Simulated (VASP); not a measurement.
## Pt: density of states with LDA

Pt:

```
CELL_PARAMETERS angstrom
0.00000 1.94737 1.94737
1.94737 0.00000 1.94737
1.94737 1.94737 0.00000
ATOMIC_POSITIONS crystal
Pt 0.00000 0.00000 0.00000
```

```
Program                 : VASP 6.6.1
Task                    : density of states
Functional              : LDA
Potentials or basis     : VASP PAW LDA potentials, release 64 (Pt)
Cutoff                  : 350 eV
k mesh                  : 10 × 10 × 10
Occupations             : gaussian, width 0.1 eV
Spin                    : no spin polarisation
k mesh for the DOS      : 15 × 15 × 15
Occupations for the DOS : tetrahedron
Further INCAR settings  : ALGO = Normal; EDIFF = 1e-07
```

- Valence electrons inside the program's atomic spheres: Pt 9.36

Levels at points of the mesh, in eV from the Fermi level:
| k point | band 2 | band 3 | band 4 | band 5 | band 6 | band 7 | band 8 | band 9 |
| --- | --- | --- | --- | --- | --- | --- | --- | --- |
| (0.00, 0.00, 0.00) | -3.93 | -3.93 | -3.93 | -1.66 | -1.66 | 14.58 | 19.61 | 19.61 |

States per cell in windows of 1 eV (zero at the Fermi level; states under -8 eV left out):
```
from (eV)  total  Pt1_d  Pt1_p  Pt1_s
     -8.0   0.47   0.20   0.04   0.18
     -7.0   1.27   0.91   0.07   0.19
     -6.0   1.11   0.90   0.09   0.03
     -5.0   1.39   1.15   0.11   0.03
     -4.0   1.73   1.46   0.14   0.04
     -3.0   1.23   1.05   0.10   0.02
     -2.0   1.25   1.12   0.06   0.02
     -1.0   1.39   1.31   0.03   0.01
      0.0   0.67   0.60   0.03   0.02
      1.0   0.27   0.18   0.05   0.03
      2.0   0.27   0.15   0.07   0.03
      3.0   0.26   0.12   0.08   0.04
      4.0   0.24   0.09   0.07   0.05
      5.0   0.23   0.07   0.06   0.07
      6.0   0.32   0.10   0.07   0.11
      7.0   0.34   0.09   0.11   0.10
```

It took 12 s on 1 thread of Intel(R) Xeon(R) Platinum 8259CL CPU @ 2.50GHz (Skylake/Cascade Lake), on a shared host, peak memory 0.12 GiB.

 The run has no spin-orbit coupling, so splittings on Pt are missing.
